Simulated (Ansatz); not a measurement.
# Which site? a vacancy of Si in amorphous Si (100 atoms)

At which site of amorphous Si (100 atoms) does a vacancy of Si cost least, and what about the site decides it?

Program: Ansatz 0.2.0. Level of theory: Kohn-Sham DFT, PBEsol, PAW (set soft_1), plane waves. Results are calculated unless marked as measured.

### 1. The starting structure

The cell holds 100 atoms: 100 Si. Cell: a = 12.727 Å, b = 12.727 Å, c = 12.727 Å, α = 90.0°, β = 90.0°, γ = 90.0°. 100 atoms (100 Si) placed at random at 2.26 g/cm³, melted at 2500 K for 10 ps at fixed volume with the EDIP (Justo, Bazant, Kaxiras, Bulatov and Yip, Phys. Rev. B 58, 2539 (1998)). Quenched from 2500 K to 700 K at 500 K/ps and fixed volume, annealed at 700 K for 50 ps, held 5 ps.

Limits known from the start: The quench rate of 500 K/ps is many orders above laboratory rates, so the cell is likely richer in defects and strain than a real sample. The network of bonds at the start is that of the classical potential that made the cell, and needn't be the one that DFT or experiment would give. The Brillouin zone is sampled at Γ only, in a cell whose shortest periodic width is 13 Å.

### 2. Single point at the start

The forces at the start show how far the geometry lies from a minimum of this functional.

The input, input.yaml:

```yaml
crystal:
  lattice:
    - [12.7275, 0.0, 0.0]
    - [0.0, 12.7275, 0.0]
    - [0.0, 0.0, 12.7275]
  atoms:
    - { symbol: Si, position: [0.63766, 0.36053, 0.6339] }
    - { symbol: Si, position: [0.68604, 0.11519, 0.72643] }
    - { symbol: Si, position: [0.17468, 0.63856, 0.27994] }
    - { symbol: Si, position: [0.15041, 0.36638, 0.40521] }
    - { symbol: Si, position: [0.76297, 0.65288, 0.94255] }
    - { symbol: Si, position: [0.07626, 0.33436, 0.71234] }
    - { symbol: Si, position: [0.59077, 0.24704, 0.21571] }
    - { symbol: Si, position: [0.0761, 0.84058, 0.10534] }
    - { symbol: Si, position: [0.02313, 0.5449, 0.03905] }
    - { symbol: Si, position: [0.55503, 0.99529, 0.53145] }
    - { symbol: Si, position: [0.42397, 0.60952, 0.35348] }
    - { symbol: Si, position: [0.81042, 0.38319, 0.85508] }
    - { symbol: Si, position: [0.07527, 0.45578, 0.54581] }
    - { symbol: Si, position: [0.69997, 0.54184, 0.6576] }
    - { symbol: Si, position: [0.50184, 0.5152, 0.12316] }
    - { symbol: Si, position: [0.75446, 0.16826, 0.40931] }
    - { symbol: Si, position: [0.28697, 0.18545, 0.9147] }
    - { symbol: Si, position: [0.90155, 0.47372, 0.46216] }
    - { symbol: Si, position: [0.83322, 0.55437, 0.09323] }
    - { symbol: Si, position: [0.6469, 0.32289, 0.45177] }
    - { symbol: Si, position: [0.15632, 0.88536, 0.41262] }
    - { symbol: Si, position: [0.05963, 0.73795, 0.74448] }
    - { symbol: Si, position: [0.68832, 0.72614, 0.2153] }
    - { symbol: Si, position: [0.17837, 0.68377, 0.61869] }
    - { symbol: Si, position: [0.87176, 0.54723, 0.63865] }
    - { symbol: Si, position: [0.08804, 0.02992, 0.79588] }
    - { symbol: Si, position: [0.96171, 0.46268, 0.77476] }
    - { symbol: Si, position: [0.7411, 0.47185, 0.36132] }
    - { symbol: Si, position: [0.60324, 0.57615, 0.27903] }
    - { symbol: Si, position: [0.82106, 0.37343, 0.03769] }
    - { symbol: Si, position: [0.2768, 0.03918, 0.0339] }
    - { symbol: Si, position: [0.93311, 0.6472, 0.41551] }
    - { symbol: Si, position: [0.40605, 0.62179, 0.86218] }
    - { symbol: Si, position: [0.15264, 0.06201, 0.47596] }
    - { symbol: Si, position: [0.42134, 0.64061, 0.52606] }
    - { symbol: Si, position: [0.9483, 0.96858, 0.04935] }
    - { symbol: Si, position: [0.05474, 0.20878, 0.40373] }
    - { symbol: Si, position: [0.06649, 0.96206, 0.25851] }
    - { symbol: Si, position: [0.21281, 0.4513, 0.24408] }
    - { symbol: Si, position: [0.89501, 0.27937, 0.46884] }
    - { symbol: Si, position: [0.78681, 0.72748, 0.49597] }
    - { symbol: Si, position: [0.39646, 0.4345, 0.26397] }
    - { symbol: Si, position: [0.41352, 0.01945, 0.17252] }
    - { symbol: Si, position: [0.88068, 0.68676, 0.22852] }
    - { symbol: Si, position: [0.62321, 0.74505, 0.04333] }
    - { symbol: Si, position: [0.03022, 0.23597, 0.01858] }
    - { symbol: Si, position: [0.78072, 0.27628, 0.70568] }
    - { symbol: Si, position: [0.38987, 0.84467, 0.1057] }
    - { symbol: Si, position: [0.43761, 0.12581, 0.43148] }
    - { symbol: Si, position: [0.30666, 0.15677, 0.5537] }
    - { symbol: Si, position: [0.36076, 0.78979, 0.78738] }
    - { symbol: Si, position: [0.51444, 0.0894, 0.78233] }
    - { symbol: Si, position: [0.32334, 0.32648, 0.46324] }
    - { symbol: Si, position: [0.45735, 0.36666, 0.00333] }
    - { symbol: Si, position: [0.22146, 0.87095, 0.00309] }
    - { symbol: Si, position: [0.84878, 0.19268, 0.04435] }
    - { symbol: Si, position: [0.01321, 0.03819, 0.61698] }
    - { symbol: Si, position: [0.91815, 0.95795, 0.84849] }
    - { symbol: Si, position: [0.80738, 0.14377, 0.21829] }
    - { symbol: Si, position: [0.37003, 0.19988, 0.73058] }
    - { symbol: Si, position: [0.55604, 0.10907, 0.09545] }
    - { symbol: Si, position: [0.5149, 0.83482, 0.62432] }
    - { symbol: Si, position: [0.98738, 0.13998, 0.24573] }
    - { symbol: Si, position: [0.4779, 0.18419, 0.9456] }
    - { symbol: Si, position: [0.18262, 0.8676, 0.8181] }
    - { symbol: Si, position: [0.25798, 0.37861, 0.95598] }
    - { symbol: Si, position: [0.78764, 0.9676, 0.15178] }
    - { symbol: Si, position: [0.36373, 0.46928, 0.58492] }
    - { symbol: Si, position: [0.50868, 0.90334, 0.79466] }
    - { symbol: Si, position: [0.34496, 0.85402, 0.39596] }
    - { symbol: Si, position: [0.67665, 0.99596, 0.00619] }
    - { symbol: Si, position: [0.86362, 0.91265, 0.60013] }
    - { symbol: Si, position: [0.33033, 0.80014, 0.58995] }
    - { symbol: Si, position: [0.12737, 0.39162, 0.0842] }
    - { symbol: Si, position: [0.20089, 0.50309, 0.68299] }
    - { symbol: Si, position: [0.65853, 0.91309, 0.27648] }
    - { symbol: Si, position: [0.94712, 0.21978, 0.62484] }
    - { symbol: Si, position: [0.6786, 0.52218, 0.84607] }
    [... 16 atom lines left out ...]
    - { symbol: Si, position: [0.51016, 0.45675, 0.84522] }
    - { symbol: Si, position: [0.73104, 0.0484, 0.55637] }
    - { symbol: Si, position: [0.79061, 0.09158, 0.88338] }
    - { symbol: Si, position: [0.6562, 0.84975, 0.88782] }
    - { symbol: Si, position: [0.48332, 0.9674, 0.35146] }
    - { symbol: Si, position: [0.10296, 0.08203, 0.10703] }
kpoints:
  mp_grid: { grid: [1, 1, 1] }
hamiltonian:
  xc: pbesol
  pseudopotentials: { kind: paw, azcp: { folder: soft_1 }, xc_functional: pbe }
scf:
  occupations: { method: fermi_dirac, width: 0.05 }
output:
  forces: true
```

Launch:

```sh
$ ansatz run input.yaml --threads 4 --pin off --max-ram 8192MiB --backend cpu --events-out ev --progress --plain --runs-dir out
```

Numbers of over 12 decimals in the logs are rounded to 6 here.

Output:

```text
Engine: ansatz 0.2.0, aarch64-unknown-linux-gnu
Pseudopotentials: kind: paw
Pseudopotential: Si, paw, valence charge 4, recommended cutoff 420 eV (normal), soft_1/Si.paw.azcp
[... 3 lines on functional and potentials left out ...]
Crystal: 100 atoms, lattice volume = 2061.718 Å³
Basis set: ecut = 420 eV, 40339 PW (Γ), exchange–correlation on 180×180×180 points (8 copies of the dense FFT grid, shifted against one another)
Bands: 300, of which v1, the nominal top of the filled ones, is band 200 counted from 1 (199 counted from 0)
Symmetry: 1 space group operations
Space group: P1 (ITA 1), of the structure as read, at distance tolerance 1.3e-4 Å
k-points: 1
[... 4 lines on functional and potentials left out ...]
Initial density: superposition of atomic densities (chi_scale 0.1, normalization cell)
Initial wavefunctions: pseudopotential atomic-orbital guess
Functional: x = pbesol(κ = 0.804, μ = 0.123457), c = pbesol(β = 0.046)
SCF iter   1: F=—  HF=-62122.370276 eV  |F-HF|=—  |Δ(HF+E_count)|=         —  Δρ=3.85e-2  dr2=3.80e1  ethr=3.10e-3  ⟨swp⟩=6.0  Hψ=1471  notcnv=0  defer=55
preconditioner: auto → Resta (q_TF=auto, 2.076 Å⁻¹)  ε∞=5.7  [insulator: Δε(μ)=0.126 eV  Ē_g=7.524 eV  σ=0.050 eV  W_gap=0.56  n_scr=304 (ndim 8)  ℏωp=16.4 eV  f_vac=0.001  D(μ)=19.72/eV (n_scr^D=80)  ε∞_Penn≈5.7]
SCF iter   2: F=—  HF=-62115.207088 eV  |F-HF|=—  |Δ(HF+E_count)|=    7.16e0  Δρ=2.16e-2  dr2=1.11e1  ethr=3.10e-3  ⟨swp⟩=2.0  Hψ=365  notcnv=0  defer=65
preconditioner: auto → Kerker (q_TF=auto, 2.076 Å⁻¹)  [metal: Δε(μ)=0.095 eV  Ē_g=7.459 eV  σ=0.050 eV  W_gap=0.44  n_scr=304 (ndim 8)  ℏωp=16.4 eV  f_vac=0.001  D(μ)=23.16/eV (n_scr^D=92)]
SCF iter   3: F=—  HF=-62112.220901 eV  |F-HF|=—  |Δ(HF+E_count)|=    2.99e0  Δρ=2.85e-3  dr2=7.62e-1  ethr=2.78e-3  ⟨swp⟩=4.0  Hψ=469  notcnv=0  defer=67
SCF iter   4: F=—  HF=-62112.197971 eV  |F-HF|=—  |Δ(HF+E_count)|=   2.29e-2  Δρ=1.11e-3  dr2=9.08e-2  ethr=1.90e-4  ⟨swp⟩=4.0  Hψ=398  notcnv=0  defer=67
SCF iter   5: F=—  HF=-62112.191117 eV  |F-HF|=—  |Δ(HF+E_count)|=   6.85e-3  Δρ=3.80e-4  dr2=1.54e-2  ethr=2.27e-5  ⟨swp⟩=3.0  Hψ=426  notcnv=0  defer=67
SCF iter   6: F=—  HF=-62112.196893 eV  |F-HF|=—  |Δ(HF+E_count)|=   5.78e-3  Δρ=1.31e-4  dr2=2.42e-3  ethr=3.84e-6  ⟨swp⟩=2.0  Hψ=355  notcnv=0  defer=67
SCF iter   7: F=—  HF=-62112.198218 eV  |F-HF|=—  |Δ(HF+E_count)|=   1.33e-3  Δρ=5.11e-5  dr2=4.54e-4  ethr=6.06e-7  ⟨swp⟩=2.0  Hψ=358  notcnv=0  defer=67
SCF iter   8: F=—  HF=-62112.198437 eV  |F-HF|=—  |Δ(HF+E_count)|=   2.19e-4  Δρ=2.33e-5  dr2=5.82e-5  ethr=1.13e-7  ⟨swp⟩=2.0  Hψ=434  notcnv=0  defer=67
SCF iter   9: F=—  HF=-62112.198348 eV  |F-HF|=—  |Δ(HF+E_count)|=   8.87e-5  Δρ=8.05e-6  dr2=6.68e-6  ethr=1.46e-8  ⟨swp⟩=2.0  Hψ=427  notcnv=0  defer=67
SCF iter  10: F=—  HF=-62112.198351 eV  |F-HF|=—  |Δ(HF+E_count)|=   2.55e-6  Δρ=2.76e-6  dr2=9.29e-7  ethr=1.67e-9  ⟨swp⟩=2.0  Hψ=367  notcnv=0  defer=67
SCF iter  11: F=—  HF=-62112.198351 eV  |F-HF|=—  |Δ(HF+E_count)|=   4.06e-7  Δρ=1.10e-6  dr2=1.48e-7  ethr=2.32e-10  ⟨swp⟩=2.0  Hψ=375  notcnv=0  defer=67
SCF iter  12: F=-62112.198351 eV  HF=-62112.198351 eV  |F-HF|=1.20e-9  |Δ(HF+E_count)|=   6.88e-8  Δρ=3.92e-7  dr2=1.79e-8  ethr=2.50e-11  ⟨swp⟩=4.0  Hψ=861  notcnv=0
SCF 1 converged in 12 iterations: F = -62112.198351 eV  dr2 = 1.79e-8
  greatest PAW one-centre occupation: 0.672 electrons in one spin orbital (limit 2), on the Si atom at site 55 (counted from 0), in its partial waves of l = 0
SCF converged after 12 iterations
Free energy (F): -62112.198351 eV
Harris-Foulkes:  -62112.198351 eV  (|F-HF|=1.20e-9)
Internal energy: -62111.985337 eV  (E = F + TS)
E sigma→0 (E₀):  -62112.091844 eV
Entropy (-TS):   -0.213014 eV (-2.130 meV/atom)
Fermi energy:    6.010465 eV
--- Per-component energies (eV) ---
  E_band       = 359.510558
  E_kinetic    = 3978.376350
  E_local      = -3137.962102  (includes V_loc(G=0)·N_el)
  E_nonlocal   = 2263.905376
  E_hartree    = 1064.704418
  E_xc         = -5562.112273
  E_vxc        = -4739.700670  (∫ρ·V_xc dr)
  E_paw        = -49748.045413  (= ΣΔE_a)
  E_vpaw       = -134.520483  (= ΣTr[D̂ρ^β])
  E_aug_tail   = 0.003850  (compensation charges beyond the density's cutoff)
  E_ewald      = -10974.011612
  E_core_change = 3.156070  (= ΣΔE_core)
  E_smearing   = -0.213014  (= −TS)
  E_closure    = 0.000000  (closes the sum)
  Σ components = -62112.198351   (vs F -62112.198351, Δ=0.00e0)
--- Forces (eV/Å), atoms counted from 1 ---
  atom   1  Si     0.07548930     0.97596508    -0.55549122
  atom   2  Si     0.59094607     0.31250419     0.28749922
  atom   3  Si    -0.41545814    -0.68418486     0.88564918
  atom   4  Si     1.06020393    -0.08602854    -0.72817898
  atom   5  Si     0.01299350    -0.10715633     1.14902227
  atom   6  Si    -0.06816588    -0.48954799    -0.36807108
  atom   7  Si     0.37231112     0.58607760    -0.52530201
  atom   8  Si    -0.31439863     1.96309338    -0.07302404
  atom   9  Si    -0.39504137    -0.43977730    -0.13534201
  atom  10  Si    -0.20474024     0.03540658    -0.30165186
  atom  11  Si     0.37809781    -0.64810236    -2.19981140
  atom  12  Si    -0.23423503     1.12772464    -0.53687341
  atom  13  Si     0.07724325    -0.35972388     0.27873696
  atom  14  Si    -2.55365286    -0.33471554     0.70683008
[...]
atom  99  Si    -0.22757188    -0.41303767    -0.21046805
  atom 100  Si    -0.72965658     0.37720126    -0.81717156
  max |Σ_I F_I| component: 1.11e-5 eV/Å
```

Elapsed: 22 s, on 4 threads of Arm Neoverse V1, shared host; peak memory 2 GiB.

The r.m.s. force at the start is 0.68 eV/Å.

### 3. Relaxation

The atoms are relaxed in the fixed cell, aiming at the force tolerance of the input.

The input, input.yaml:

```yaml
crystal:
  lattice:
    - [12.7275, 0.0, 0.0]
    - [0.0, 12.7275, 0.0]
    - [0.0, 0.0, 12.7275]
  atoms:
    [... the 100 atom lines of step 2 ...]
kpoints:
  mp_grid: { grid: [1, 1, 1] }
hamiltonian:
  xc: pbesol
  pseudopotentials: { kind: paw, azcp: { folder: soft_1 }, xc_functional: pbe }
scf:
  occupations: { method: fermi_dirac, width: 0.05 }
output:
  forces: true
relax:
  f_tol: 0.05
  max_steps: 120
```

Output:

```text
[...]
Crystal: 100 atoms, lattice volume = 2061.718 Å³
Basis set: ecut = 420 eV, 40339 PW (Γ), exchange–correlation on 180×180×180 points (8 copies of the dense FFT grid, shifted against one another)
Bands: 300, of which v1, the nominal top of the filled ones, is band 200 counted from 1 (199 counted from 0)
Symmetry: 1 space group operations
[...]
k-points: 1
[...]
SCF iter   1: F=—  HF=-62122.370275 eV  |F-HF|=—  |Δ(HF+E_count)|=         —  Δρ=3.85e-2  dr2=3.80e1  ethr=3.10e-3  ⟨swp⟩=6.0  Hψ=1471  notcnv=0  defer=55
[...]
SCF iter   8: F=—  HF=-62112.198326 eV  |F-HF|=—  |Δ(HF+E_count)|=   2.25e-4  Δρ=2.32e-5  dr2=5.93e-5  ethr=1.13e-7  ⟨swp⟩=2.0  Hψ=381  notcnv=0  defer=67
SCF iter   9: F=-62112.198348 eV  HF=-62112.198349 eV  |F-HF|=4.96e-7  |Δ(HF+E_count)|=   2.25e-5  Δρ=7.97e-6  dr2=6.34e-6  ethr=1.48e-8  ⟨swp⟩=4.0  Hψ=797  notcnv=0
SCF 1 converged in 9 iterations: F = -62112.198348 eV  dr2 = 6.34e-6
[...]
relax step   1: F+E_penalty+E_count = -62112.19834802 eV  Δ(F+E_penalty+E_count) = +0.000e0 eV  max|allowed force component| = 2.554e0 eV/Å  Δτ_max = 0.0000 Å  (9 SCF iters, dr2 threshold 6.25e-5 eV, accepted)
[...]
relax step   2: F+E_penalty+E_count = -62118.45278174 eV  Δ(F+E_penalty+E_count) = -6.254e0 eV  max|allowed force component| = 9.575e-1 eV/Å  Δτ_max = 0.1947 Å  (6 SCF iters, dr2 threshold 1.00e-4 eV, accepted)
[...]
relax step   3: F+E_penalty+E_count = -62121.47885648 eV  Δ(F+E_penalty+E_count) = -3.026e0 eV  max|allowed force component| = 5.934e-1 eV/Å  Δτ_max = 0.1949 Å  (6 SCF iters, dr2 threshold 5.73e-5 eV, accepted)
relax step   4: F+E_penalty+E_count = -62123.21008342 eV  Δ(F+E_penalty+E_count) = -1.731e0 eV  max|allowed force component| = 4.600e-1 eV/Å  Δτ_max = 0.2000 Å  (6 SCF iters, dr2 threshold 4.95e-5 eV, accepted)
relax step   5: F+E_penalty+E_count = -62123.88750248 eV  Δ(F+E_penalty+E_count) = -6.774e-1 eV  max|allowed force component| = 3.082e-1 eV/Å  Δτ_max = 0.1949 Å  (6 SCF iters, dr2 threshold 8.13e-5 eV, accepted)
relax step   6: F+E_penalty+E_count = -62124.06397151 eV  Δ(F+E_penalty+E_count) = -1.765e-1 eV  max|allowed force component| = 2.593e-1 eV/Å  Δτ_max = 0.2000 Å  (6 SCF iters, dr2 threshold 4.26e-5 eV, accepted)
relax step   7: F+E_penalty+E_count = -62124.20594534 eV  Δ(F+E_penalty+E_count) = -1.420e-1 eV  max|allowed force component| = 1.987e-1 eV/Å  Δτ_max = 0.1936 Å  (6 SCF iters, dr2 threshold 3.02e-5 eV, accepted)
relax step   8: F+E_penalty+E_count = -62124.29596769 eV  Δ(F+E_penalty+E_count) = -9.002e-2 eV  max|allowed force component| = 2.814e-1 eV/Å  Δτ_max = 0.2000 Å  (6 SCF iters, dr2 threshold 2.32e-5 eV, accepted)
relax step   9: F+E_penalty+E_count = -62124.38749379 eV  Δ(F+E_penalty+E_count) = -9.153e-2 eV  max|allowed force component| = 3.216e-1 eV/Å  Δτ_max = 0.1920 Å  (6 SCF iters, dr2 threshold 4.65e-5 eV, accepted)
relax step  10: F+E_penalty+E_count = -62124.48483884 eV  Δ(F+E_penalty+E_count) = -9.735e-2 eV  max|allowed force component| = 2.420e-1 eV/Å  Δτ_max = 0.1950 Å  (5 SCF iters, dr2 threshold 1.00e-4 eV, accepted)
relax step  11: F+E_penalty+E_count = -62124.58117086 eV  Δ(F+E_penalty+E_count) = -9.633e-2 eV  max|allowed force component| = 1.433e-1 eV/Å  Δτ_max = 0.1960 Å  (6 SCF iters, dr2 threshold 3.31e-5 eV, accepted)
relax step  12: F+E_penalty+E_count = -62124.61432689 eV  Δ(F+E_penalty+E_count) = -3.316e-2 eV  max|allowed force component| = 1.232e-1 eV/Å  Δτ_max = 0.1881 Å  (7 SCF iters, dr2 threshold 7.21e-6 eV, accepted)
relax step  13: F+E_penalty+E_count = -62124.62742212 eV  Δ(F+E_penalty+E_count) = -1.310e-2 eV  max|allowed force component| = 8.832e-2 eV/Å  Δτ_max = 0.0576 Å  (5 SCF iters, dr2 threshold 5.33e-6 eV, accepted)
relax step  14: F+E_penalty+E_count = -62124.63247582 eV  Δ(F+E_penalty+E_count) = -5.054e-3 eV  max|allowed force component| = 5.746e-2 eV/Å  Δτ_max = 0.0179 Å  (5 SCF iters, dr2 threshold 4.01e-6 eV, accepted)
relax step  15: F+E_penalty+E_count = -62124.63738755 eV  Δ(F+E_penalty+E_count) = -4.912e-3 eV  max|allowed force component| = 7.198e-2 eV/Å  Δτ_max = 0.0326 Å  (7 SCF iters, accepted)
relax step  16: F+E_penalty+E_count = -62124.65856336 eV  Δ(F+E_penalty+E_count) = -2.118e-2 eV  max|allowed force component| = 1.683e-1 eV/Å  Δτ_max = 0.1964 Å  (8 SCF iters, accepted)
relax step  17: F+E_penalty+E_count = -62124.70582277 eV  Δ(F+E_penalty+E_count) = -4.726e-2 eV  max|allowed force component| = 2.510e-1 eV/Å  Δτ_max = 0.2000 Å  (6 SCF iters, dr2 threshold 2.83e-5 eV, accepted)
relax step  18: F+E_penalty+E_count = -62124.72130966 eV  Δ(F+E_penalty+E_count) = -1.549e-2 eV  max|allowed force component| = 4.189e-1 eV/Å  Δτ_max = 0.1038 Å  (6 SCF iters, dr2 threshold 6.30e-5 eV, accepted)
relax step  19: F+E_penalty+E_count = -62124.61431714 eV  Δ(F+E_penalty+E_count) = +1.070e-1 eV  max|allowed force component| = 7.700e-1 eV/Å  Δτ_max = 0.1737 Å  (6 SCF iters, dr2 threshold 1.00e-4 eV, rejected (line search))
relax step  20: F+E_penalty+E_count = -62124.74674462 eV  Δ(F+E_penalty+E_count) = -2.543e-2 eV  max|allowed force component| = 6.606e-2 eV/Å  Δτ_max = 0.0632 Å  (7 SCF iters, accepted)
relax step  21: F+E_penalty+E_count = -62124.75087001 eV  Δ(F+E_penalty+E_count) = -4.125e-3 eV  max|allowed force component| = 5.474e-2 eV/Å  Δτ_max = 0.0313 Å  (6 SCF iters, accepted)
relax step  22: F+E_penalty+E_count = -62124.75616190 eV  Δ(F+E_penalty+E_count) = -5.292e-3 eV  max|allowed force component| = 4.898e-2 eV/Å  Δτ_max = 0.0462 Å  (7 SCF iters, accepted)
relax step  23: F+E_penalty+E_count = -62124.76372578 eV  Δ(F+E_penalty+E_count) = -7.564e-3 eV  max|allowed force component| = 9.339e-2 eV/Å  Δτ_max = 0.0974 Å  (9 SCF iters, accepted)
relax step  24: F+E_penalty+E_count = -62124.76739634 eV  Δ(F+E_penalty+E_count) = -3.671e-3 eV  max|allowed force component| = 6.234e-2 eV/Å  Δτ_max = 0.0367 Å  (6 SCF iters, dr2 threshold 6.98e-6 eV, accepted)
[...]
relax step  25: F+E_penalty+E_count = -62124.77004830 eV  Δ(F+E_penalty+E_count) = -2.652e-3 eV  max|allowed force component| = 3.177e-2 eV/Å  Δτ_max = 0.0292 Å  (6 SCF iters, accepted)
SCF converged after 6 iterations
Free energy (F): -62124.770048 eV
[...]
Internal energy: -62124.633955 eV  (E = F + TS)
E sigma→0 (E₀):  -62124.702001 eV
Entropy (-TS):   -0.136094 eV (-1.361 meV/atom)
Fermi energy:    6.040849 eV
[...]
Σ components = -62124.770048   (vs F -62124.770048, Δ=0.00e0)
--- Forces (eV/Å), atoms counted from 1 ---
  atom   1  Si     0.00499644     0.00048760     0.00028195
  atom   2  Si     0.00320141    -0.00024431     0.00126368
  atom   3  Si    -0.00179970     0.00272866    -0.00844571
  atom   4  Si     0.00616297     0.00507081    -0.00362494
[...]
atom 100  Si    -0.00118262    -0.00438516    -0.00149071
  max |Σ_I F_I| component: 2.44e-5 eV/Å
--- Relaxed structure (25 steps of the walk, 24 accepted, 0 SCFs on fresh bases) ---
  F+E_penalty+E_count = -62124.77004830 eV   max|allowed force component| = 3.177e-2 eV/Å
  atoms:
    - { symbol: Si, position: [0.654281, 0.372759, 0.622302] }
    - { symbol: Si, position: [0.689500, 0.109099, 0.742222] }
    - { symbol: Si, position: [0.140046, 0.653225, 0.299102] }
    - { symbol: Si, position: [0.177410, 0.347650, 0.396903] }
[...]
- { symbol: Si, position: [0.089192, 0.119717, 0.087302] }
```

Run time: 4.7 min. Hardware: 4 threads; peak memory 2 GiB; 18 min of CPU time.

The relaxation converged after 25 steps, 12.6 eV below its start, with a largest force component of 0.032 eV/Å.

[end of part 1 of 3]

[Logs are printed without paths, hosts, clocks, repeated set-up lines and the standing remarks that a program may print on its own settings, such as how far it seeks lower states.]

[Hosts, paths, dates, database ids (printed as entryN), source tags and the programs' standing remarks are cut or masked in the printed files.]
